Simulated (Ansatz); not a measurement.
**CdF2 in Ansatz: the effect of functional**

CdF2:

```
Cd F
1.0
     0.00000    2.74684    2.74684
     2.74684    0.00000    2.74684
     2.74684    2.74684    0.00000
Cd F
1 2
Direct
  0.00000 0.00000 0.00000
  0.75000 0.75000 0.75000
  0.25000 0.25000 0.25000
```

The cell isn't the ideal one: volume scaled by 1.06.

Alike in all runs:

| Property | Result |
| --- | --- |
| Program | Ansatz 0.2.0 |
| Task | single point |
| Potentials or basis | Ansatz PAW |
| k mesh | 9 × 9 × 9 |
| Occupations | fermi-dirac, width 0.05 eV |
| Spin | no spin polarisation |

```csv
functional,cutoff,gap on the mesh (eV),pressure (GPa)
LDA,420 eV (not typed: the program's choice for these potentials),2.64,-10.6
r2SCAN,500 eV (not typed: the program's choice for these potentials),?,?
PBE,420 eV (not typed: the program's choice for these potentials),2.92,-0.6
```

Q: What does the run with functional r2SCAN give?

A: gap on the mesh 3.61 eV; pressure -5.7 GPa.

Caveats: odd divisions of the mesh miss points on the zone boundary, where band edges often lie, so the gap on the mesh can be too wide; the PAW data sets come from PBE, with cores solved anew for the run's functional, which leaves a small shift of forces and pressure (some runs).

A k mesh can miss the band edges.
